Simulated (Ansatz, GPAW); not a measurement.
# Geometry or basis: what sets the conductance of CN in line between two Ga chains, part 3 of 4

Aim: the conductance of CN in line between two Ga chains after relaxation, and whether geometry, basis or functional moves it most.

GPAW 26.7.0 and Ansatz 0.2.0; Ansatz plane waves; relaxation of the junction with the lead ends held (the session's first sound run).

So far, transmission at the Fermi level (one spin): step 3 (plane-wave reference (PBE)) 0.531. Also conductance of the perfect lead (G₀): step 3 3.00.

## 4. GPAW, dzp

Localised orbitals split the wire into layers that couple to their neighbours alone, which is what the Green's function method needs; double zeta with polarisation is the usual level for numbers.

This step: GPAW LCAO, PAW setups; Landauer transmission from Green's functions with principal layers (ASE), zero bias (GPAW 26.7.0).

run.py

```python
import json
import numpy as np
from ase import Atoms
from ase.transport.calculators import TransportCalculator
from gpaw import GPAW, FermiDirac
from gpaw.lcao.tools import get_lcao_hamiltonian
from scipy.linalg import eigh

# The junction with lead layers at both ends, along the third cell vector
device = Atoms(
    ['Ga', 'Ga', 'Ga', 'Ga', 'Ga', 'Ga', 'C', 'N', 'Ga', 'Ga', 'Ga', 'Ga', 'Ga', 'Ga'],
    positions=[
        [4.50000, 4.50000, 1.27500],
        [4.50000, 4.50000, 3.82500],
        [4.50000, 4.50000, 6.37500],
        [4.50000, 4.50000, 8.92500],
        [5.23734, 4.47054, 11.45000],
        [3.65039, 4.41444, 13.66318],
        [4.53571, 4.44928, 15.66370],
        [4.57152, 4.45600, 16.84509],
        [5.25102, 5.15657, 18.77525],
        [4.17984, 4.07866, 21.38885],
        [4.50000, 4.50000, 23.97770],
        [4.50000, 4.50000, 26.52770],
        [4.50000, 4.50000, 29.07770],
        [4.50000, 4.50000, 31.62770]],
    cell=[[9.0, 0.0, 0.0], [0.0, 9.0, 0.0], [0.0, 0.0, 32.9027]],
    pbc=True)

# One principal layer of the lead: the first 3 atoms of the device
lead = Atoms(
    ['Ga', 'Ga', 'Ga'],
    positions=[
        [4.50000, 4.50000, 1.27500],
        [4.50000, 4.50000, 3.82500],
        [4.50000, 4.50000, 6.37500]],
    cell=[[9.0, 0.0, 0.0], [0.0, 9.0, 0.0], [0.0, 0.0, 7.65]],
    pbc=True)

settings = dict(mode='lcao', basis='dzp', xc='PBE', h=0.18,
                occupations=FermiDirac(0.1), maxiter=250,
                mixer=dict(beta=0.1, nmaxold=8, weight=100.0),
                convergence=dict(density=0.0001))
energies = np.arange(-2, 2 + 1e-9, 0.025)
eta = 0.0001
n1, n2 = 1, 1
# k and -k transmit alike, so half of the mesh across the current serves
mesh = [(i, j) for i in range(n1) for j in range(n2) if (i, j) <= (-i % n1, -j % n2)]
weights = np.array([1 if (i, j) == (-i % n1, -j % n2) else 2 for i, j in mesh]) / (n1 * n2)

# [... helper functions left out ...]
fermi_lead = ground_state(lead, (1, 1, 15), 'lead.txt')
fermi_device = ground_state(device, (1, 1, 3), 'device.txt')
# [... loop over the mesh left out, but for ...]
        # Shift the lead onto the potential of the device's first layer
        shift = ((H[:, 0, 0] - H0[:, 0, 0]) / S0[0, 0]).real.mean()
# [...]
kT = 8.617333e-5 * 300
bias = [0.1, 0.2, 0.5, 1.0, 1.5, 2.0]
# [... integrals and printing left out ...]
```

The run is started by

```sh
$ OMP_NUM_THREADS=1 OPENBLAS_NUM_THREADS=1 python run.py
```

The log of the run:

```text
basis functions: device 182, principal layer 39
Fermi level: lead -2.8498 eV, device -2.7099 eV; lead shifted by -0.0011 eV
largest coupling past the next layer 6.03e-05 eV, largest misfit of the first layer 0.021 eV
  E-E_F (eV)   T (one spin)  channels
    -2.000    2.0233e-03    1.0000
    -1.975    1.5724e-03    1.0000
    -1.950    1.2001e-03    1.0000
    -1.925    8.9565e-04    1.0000
    -1.900    6.4949e-04    1.0000
    -1.875    4.5354e-04    1.0000
    -1.850    3.0079e-04    1.0000
    -1.825    1.8520e-04    1.0000
    -1.800    1.0159e-04    1.0000
    -1.775    4.5435e-05    1.0000
    -1.750    1.2833e-05    1.0000
    -1.725    3.5446e-07    1.0000
    -1.700    4.9513e-06    1.0000
    -1.675    2.3835e-05    1.0000
    -1.650    5.4316e-05    1.0000
    -1.625    9.3537e-05    1.0000
[...]
1.825    6.2382e-01    3.0000
     1.850    6.0524e-01    3.0000
     1.875    5.8688e-01    3.0000
     1.900    5.6879e-01    3.0000
     1.925    5.5104e-01    3.0000
     1.950    5.3368e-01    3.0000
     1.975    5.1674e-01    3.0000
     2.000    5.0029e-01    3.0000
conductance at 300 K: 0.54889 G0 a cell; thermopower -12.85 uV/K
current from the zero-bias T(E) at 0.1 V: 4.2354 uA
current from the zero-bias T(E) at 0.2 V: 8.3682 uA
current from the zero-bias T(E) at 0.5 V: 19.263 uA
current from the zero-bias T(E) at 1.0 V: 34.609 uA
current from the zero-bias T(E) at 1.5 V: 52.322 uA
current from the zero-bias T(E) at 2.0 V: 71.94 uA
```

Elapsed: 2.3 min, on 1 thread of Intel Xeon Platinum 8559C (Emerald Rapids), shared host; peak memory 1.6 GiB.

Numbers from this step:

| Property | Result |
| --- | --- |
| conductance | 0.5489 G₀ |
| thermopower | -12.85 μV/K |
| largest coupling past the next principal layer | 6.03e-5 eV |
| largest misfit of the first principal layer | 0.02065 eV |
| shift that aligns the lead | -0.001121 eV |
| basis functions of the junction | 182 |
| basis functions of a principal layer | 39 |
| transmission at the Fermi level (one spin) | 0.5553 |

One spin. The transmission, zone mean by energy, zero at the Fermi level:

```
energy (eV)  transmission, zone mean
     -2.000                  0.00202
     -1.800                   1.0e-4
     -1.600                   1.4e-4
     -1.400                   9.4e-4
     -1.200                  0.00201
     -1.000                  0.00330
     -0.800                  0.00508
     -0.600                  0.00796
     -0.400                   0.0143
     -0.200                    0.237
      0.000                    0.555
      0.200                    0.673
      0.400                    0.775
      0.600                    0.895
      0.800                    0.992
      1.000                     1.03
      1.025                     1.03
      1.200                     1.00
      1.400                    0.919
      1.600                    0.791
      1.800                    0.643
      2.000                    0.500
```

Crossings of the lead's bands, unfolded to its shortest repeat. Open channels, zone mean against energy, zero at the Fermi level:

```
energy (eV)  open channels, zone mean
     -2.000                         1
     -1.900                         1
     -1.800                         1
     -1.700                         1
     -1.600                         1
     -1.500                         0
     -1.400                         1
     -1.300                         1
     -1.200                         1
     -1.100                         1
     -1.000                         1
     -0.900                         1
     -0.800                         1
     -0.700                         1
     -0.600                         1
     -0.500                         1
     -0.400                         1
     -0.300                         1
     -0.200                         3
     -0.100                         3
      0.000                         3
      0.100                         3
      0.200                         3
      0.300                         3
      0.400                         3
      0.500                         3
      0.600                         3
      0.700                         3
      0.800                         3
      0.900                         3
      1.000                         3
      1.100                         3
      1.200                         3
      1.300                         3
      1.400                         3
      1.500                         3
      1.600                         3
      1.700                         3
      1.800                         3
      1.900                         3
      2.000                         3
```

Not self-consistent under bias; the bias window is split evenly. The current through one cell, from the zero-bias transmission by bias:

```
bias (V)  current through one cell, from the zero-bias transmission (μA)
   0.100                                                            4.24
   0.200                                                            8.37
   0.500                                                            19.3
   1.000                                                            34.6
   1.500                                                            52.3
   2.000                                                            71.9
```

Transmission of the three most open eigenchannels against energy, zero at the Fermi level:

```
energy (eV)  channel 1  channel 2  channel 3
     -2.000    0.00202          0          0
     -1.800     1.0e-4          0          0
     -1.600     1.4e-4          0          0
     -1.400     9.4e-4          0          0
     -1.200    0.00201          0          0
     -1.000    0.00330          0          0
     -0.800    0.00508          0          0
     -0.600    0.00796          0          0
     -0.400     0.0143          0          0
     -0.200      0.181     0.0555     3.2e-4
      0.000      0.323      0.231     9.5e-4
      0.200      0.350      0.321    0.00156
      0.400      0.443      0.329    0.00235
      0.600      0.567      0.325    0.00354
      0.800      0.670      0.317    0.00537
      1.000      0.719      0.303    0.00809
      1.200      0.709      0.282     0.0118
      1.400      0.651      0.252     0.0167
      1.600      0.557      0.212     0.0229
      1.800      0.443      0.169     0.0308
      2.000      0.328      0.133     0.0399
```

At the Fermi level T is 0.555 against 0.531 in plane waves. Couplings past the next layer reach 6.0e-5 eV, small enough to drop; the matrix elements of the cell's first layer differ from the bulk lead's by up to 0.021 eV. That layer keeps its own values in the calculation, and only beyond it is the lead taken as perfect. The Fermi levels of lead and junction count from different zeros of potential, one for each periodic cell; with both set to zero, the small remaining shift is what aligns them. By hand: G = 0.5489 × 77.48 μS = 42.5 μS, a resistance of 23.5 kΩ; at 0.1 V a linear junction would pass 4.25 μA, and the integral over the bias window gives 4.24 μA. Mott's formula, S = -(π²/3)(k_B²T/e) d ln T/dE, has the prefactor 7.33 μV/K·eV at 300 K; T = 0.5306 at -0.025 eV and 0.5764 at 0.025 eV give a slope of 1.66 per eV and S = -12.1 μV/K, beside -12.9 μV/K from the thermal integral, which interpolates the same grid.

## 5. GPAW, szp: basis = "szp(dzp)"

The second zeta is dropped, the polarisation orbitals stay.

run.py, as its differences from that of step 4:

```diff
@@ -39,3 +39,3 @@
 
-settings = dict(mode='lcao', basis='dzp', xc='PBE', h=0.18,
+settings = dict(mode='lcao', basis='szp(dzp)', xc='PBE', h=0.18,
                 occupations=FermiDirac(0.1), maxiter=250,
```

The log of the run:

```text
basis functions: device 126, principal layer 27
Fermi level: lead -3.1747 eV, device -2.9996 eV; lead shifted by 0.0014 eV
largest coupling past the next layer 5.81e-05 eV, largest misfit of the first layer 0.023 eV
  E-E_F (eV)   T (one spin)  channels
    -2.000    1.2589e-03    1.0000
    -1.975    9.6817e-04    1.0000
    -1.950    7.2804e-04    1.0000
[...]
1.975    6.5862e-01    3.0000
     2.000    6.4016e-01    3.0000
conductance at 300 K: 0.53576 G0 a cell; thermopower -12.93 uV/K
current from the zero-bias T(E) at 0.1 V: 4.1344 uA
current from the zero-bias T(E) at 0.2 V: 8.1708 uA
current from the zero-bias T(E) at 0.5 V: 18.773 uA
current from the zero-bias T(E) at 1.0 V: 34.265 uA
current from the zero-bias T(E) at 1.5 V: 53.092 uA
current from the zero-bias T(E) at 2.0 V: 74.648 uA
```

The job ended after 1.9 min (1 thread; peak memory 1.6 GiB).

Numbers from this step:

- conductance: 0.5358 G₀
- thermopower: -12.93 μV/K
- largest coupling past the next principal layer: 5.81e-5 eV
- largest misfit of the first principal layer: 0.02259 eV
- shift that aligns the lead: 0.001355 eV
- basis functions of the junction: 126
- basis functions of a principal layer: 27
- transmission at the Fermi level (one spin): 0.5419

One spin. Table of transmission, zone mean by energy, zero at the Fermi level:

```
energy (eV)  transmission, zone mean
     -2.000                  0.00126
     -1.900                   3.8e-4
     -1.800                   4.4e-5
     -1.700                   1.1e-6
     -1.600                  1.3e-11
     -1.500                  5.1e-11
     -1.400                   4.2e-4
     -1.300                  0.00135
     -1.200                  0.00206
     -1.100                  0.00279
     -1.000                  0.00360
     -0.900                  0.00454
     -0.800                  0.00567
     -0.700                  0.00707
     -0.600                  0.00891
     -0.500                   0.0115
     -0.400                   0.0156
     -0.300                   0.0242
     -0.200                    0.231
     -0.100                    0.421
      0.000                    0.542
      0.100                    0.611
      0.200                    0.661
      0.300                    0.718
      0.400                    0.788
      0.500                    0.866
      0.600                    0.947
      0.700                     1.02
      0.800                     1.08
      0.900                     1.12
      1.000                     1.15
      1.100                     1.16
      1.200                     1.14
      1.300                     1.12
      1.400                     1.07
      1.500                     1.02
      1.600                    0.952
      1.700                    0.876
      1.800                    0.796
      1.900                    0.716
      2.000                    0.640
```

The conductance, 0.536 G₀, lies 2.4 % below that of the dzp run.

## 6. GPAW, sz: basis = "sz(dzp)"

One function for each valence shell of the setup, as for a first survey of a large system.

run.py, as its differences from that of step 5:

```diff
@@ -39,3 +39,3 @@
 
-settings = dict(mode='lcao', basis='szp(dzp)', xc='PBE', h=0.18,
+settings = dict(mode='lcao', basis='sz(dzp)', xc='PBE', h=0.18,
                 occupations=FermiDirac(0.1), maxiter=250,
```

The log of the run:

```text
basis functions: device 56, principal layer 12
Fermi level: lead -3.2329 eV, device -3.0402 eV; lead shifted by 0.0025 eV
largest coupling past the next layer 5.75e-05 eV, largest misfit of the first layer 0.024 eV
  E-E_F (eV)   T (one spin)  channels
    -2.000    2.0140e-03    1.0000
    -1.975    1.6124e-03    1.0000
    -1.950    1.2704e-03    1.0000
[...]
1.975    7.9243e-01    3.0000
     2.000    7.7258e-01    3.0000
conductance at 300 K: 0.53992 G0 a cell; thermopower -13.39 uV/K
current from the zero-bias T(E) at 0.1 V: 4.1667 uA
current from the zero-bias T(E) at 0.2 V: 8.237 uA
current from the zero-bias T(E) at 0.5 V: 18.996 uA
current from the zero-bias T(E) at 1.0 V: 34.95 uA
current from the zero-bias T(E) at 1.5 V: 54.736 uA
current from the zero-bias T(E) at 2.0 V: 77.747 uA
```

Wall time 79 s (1 thread); peak memory 1.5 GiB.

This step gave:

```yaml
conductance: 0.5399 G₀
thermopower: -13.39 μV/K
largest_coupling_past_the_next_principal_layer: 5.75e-5 eV
largest_misfit_of_the_first_principal_layer: 0.02444 eV
shift_that_aligns_the_lead: 0.002514 eV
basis_functions_of_the_junction: 56
basis_functions_of_a_principal_layer: 12
transmission_at_the_fermi_level_one_spin: 0.5461
```

The conductance, 0.540 G₀, lies 1.6 % below that of the dzp run.

## 7. LDA in the dzp basis: xc = "LDA"

Back in the dzp basis, the functional changes from PBE to LDA, to set the spread between functionals beside that between bases.

run.py, as its differences from that of step 6:

```diff
@@ -39,3 +39,3 @@
 
-settings = dict(mode='lcao', basis='sz(dzp)', xc='PBE', h=0.18,
+settings = dict(mode='lcao', basis='dzp', xc='LDA', h=0.18,
                 occupations=FermiDirac(0.1), maxiter=250,
```

The log of the run:

```text
basis functions: device 182, principal layer 39
Fermi level: lead -3.0783 eV, device -2.9436 eV; lead shifted by -0.0010 eV
largest coupling past the next layer 5.91e-05 eV, largest misfit of the first layer 0.025 eV
  E-E_F (eV)   T (one spin)  channels
    -2.000    1.9896e-03    1.0000
    -1.975    1.5324e-03    1.0000
    -1.950    1.1580e-03    1.0000
[...]
1.975    5.4221e-01    3.0000
     2.000    5.2476e-01    3.0000
conductance at 300 K: 0.5976 G0 a cell; thermopower -13.02 uV/K
current from the zero-bias T(E) at 0.1 V: 4.6099 uA
current from the zero-bias T(E) at 0.2 V: 9.0994 uA
current from the zero-bias T(E) at 0.5 V: 20.793 uA
current from the zero-bias T(E) at 1.0 V: 37.263 uA
current from the zero-bias T(E) at 1.5 V: 56.136 uA
current from the zero-bias T(E) at 2.0 V: 76.853 uA
```

It took 1.8 min on 1 thread; peak memory 1.6 GiB.

Numbers from this step:

| Item | Value |
| --- | --- |
| conductance | 0.5976 G₀ |
| thermopower | -13.02 μV/K |
| largest coupling past the next principal layer | 5.91e-5 eV |
| largest misfit of the first principal layer | 0.02467 eV |
| shift that aligns the lead | -0.001046 eV |
| basis functions of the junction | 182 |
| basis functions of a principal layer | 39 |
| transmission at the Fermi level (one spin) | 0.6050 |

One spin. Transmission, zone mean against energy, zero at the Fermi level:

```
energy (eV)  transmission, zone mean
     -2.000                  0.00199
     -1.800                   8.9e-5
     -1.600                  1.4e-10
     -1.400                   6.3e-4
     -1.200                  0.00214
     -1.000                  0.00359
     -0.800                  0.00558
     -0.600                  0.00880
     -0.400                   0.0159
     -0.200                    0.244
      0.000                    0.605
      0.200                    0.730
      0.400                    0.834
      0.600                    0.955
      0.800                     1.05
      1.000                     1.09
      1.200                     1.05
      1.400                    0.964
      1.600                    0.831
      1.800                    0.675
      2.000                    0.525
```

The conductance, 0.598 G₀, lies 8.9 % above that of the dzp run.

(Part 3 of 4 ends here.)

[Logs are printed without paths, hosts, clocks, repeated set-up lines and the standing remarks that a program may print on its own settings, such as how far it seeks lower states.]

[Hosts, paths, dates, database ids (printed as entryN), source tags and the programs' standing remarks are cut or masked in the printed files.]
